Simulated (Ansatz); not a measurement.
# C5H8 (singlet): the correlation ladder, cc-pVTZ

An exercise on one series of results from a longer session: the logs are not shown, and one member is left open.

Program: Ansatz 0.2.0, Gaussian basis. Level of theory: cc-pVTZ, core rule «outside noble gas», up to 5 orbitals frozen. These are calculated values, not measurements.

The runs, in order: UHF; CCSD(T) on RHF; BCCD(T) on RHF.

21 further runs of the same task are left out: 3 that didn't finish, 18 set aside as unsound or not needed.

## What is computed

The geometry is an MP2(full)/6-31G* stationary point (not a proven minimum).

13 atoms, charge 0, spin multiplicity 1.

Atoms are counted from 1 here; the program's logs count them from 0.

Bond lengths: C1–C2 1.477 Å, C1–C3 1.477 Å, C1–C4 1.477 Å, C1–C5 1.477 Å, C2–C3 1.524 Å, C2–H6 1.086 Å, C2–H7 1.086 Å, C3–H8 1.086 Å, C3–H9 1.086 Å, C4–C5 1.524 Å, C4–H10 1.086 Å, C4–H11 1.086 Å, C5–H12 1.086 Å, C5–H13 1.086 Å. Angles: C2–C1–C3 62.1°, C2–C1–C4 137.2°, C2–C1–C5 137.2°, C3–C1–C4 137.2°, C3–C1–C5 137.2°, C4–C1–C5 62.1°, C1–C2–C3 59.0°, C1–C2–H6 118.5°, C1–C2–H7 118.5°, C3–C2–H6 117.6°, C3–C2–H7 117.6°, H6–C2–H7 114.6°, C1–C3–C2 59.0°, C1–C3–H8 118.5°, C1–C3–H9 118.5°, C2–C3–H8 117.6°, C2–C3–H9 117.6°, H8–C3–H9 114.6° and more.

Coordinates:

```
atom     x (Å)     y (Å)     z (Å)
  C1   0.00000   0.00000   0.00000
  C2   0.00000   0.76201   1.26575
  C3   0.00000  -0.76201   1.26575
  C4   0.76201   0.00000  -1.26575
  C5  -0.76201   0.00000  -1.26575
  H6  -0.91402   1.26507   1.56809
  H7   0.91402   1.26507   1.56809
  H8  -0.91402  -1.26507   1.56809
  H9   0.91402  -1.26507   1.56809
 H10   1.26507  -0.91402  -1.56809
 H11   1.26507   0.91402  -1.56809
 H12  -1.26507  -0.91402  -1.56809
 H13  -1.26507   0.91402  -1.56809
```

The first run:

The input, in.yaml:

```yaml
crystal:
  periodic: [false, false, false]
  atoms:
    - {symbol: C, position_ang: [0.000000, 0.000000, 0.000000]}
    - {symbol: C, position_ang: [0.000000, 0.762014, 1.265752]}
    - {symbol: C, position_ang: [0.000000, -0.762014, 1.265752]}
    - {symbol: C, position_ang: [0.762014, 0.000000, -1.265752]}
    - {symbol: C, position_ang: [-0.762014, 0.000000, -1.265752]}
    - {symbol: H, position_ang: [-0.914023, 1.265075, 1.568090]}
    - {symbol: H, position_ang: [0.914023, 1.265075, 1.568090]}
    - {symbol: H, position_ang: [-0.914023, -1.265075, 1.568090]}
    - {symbol: H, position_ang: [0.914023, -1.265075, 1.568090]}
    - {symbol: H, position_ang: [1.265075, -0.914023, -1.568090]}
    - {symbol: H, position_ang: [1.265075, 0.914023, -1.568090]}
    - {symbol: H, position_ang: [-1.265075, -0.914023, -1.568090]}
    - {symbol: H, position_ang: [-1.265075, 0.914023, -1.568090]}
basis:
  gaussian: {orbitals: cc-pVTZ}
magnetization: {spin_polarized: true, initial_magnetization: 0}
hamiltonian: {xc: hf}
output: {orbitals: {seedname: orbitals}}
```

Command:

```bash
$ ansatz run in.yaml --threads 1 --pin off --events-out ev --progress --plain --max-ram 3956MiB --backend cpu
```

Among the steps run: UHF; CCSD(T) on RHF; BCCD(T) on RHF.

One of the session's tables, all rows but one given; the rest of the session is left out.

| method | from RCCSD(T) (meV) |
| --- | --- |
| RHF | +24942.6 |
| RMP2 | +2109.9 |
| RCCSD | +1048.4 |
| RCCSD(T) | 0 |
| BCCD(T) | ? |

Q: Estimate the row for BCCD(T) from the others.

As computed: from RCCSD(T) (meV): -5.3. In the column «from RCCSD(T) (meV)» it is the lowest.

With the free atoms at the same levels and basis (separate runs), the atomisation energy is 54.350 eV at RCCSD(T), 41.542 eV at RHF.
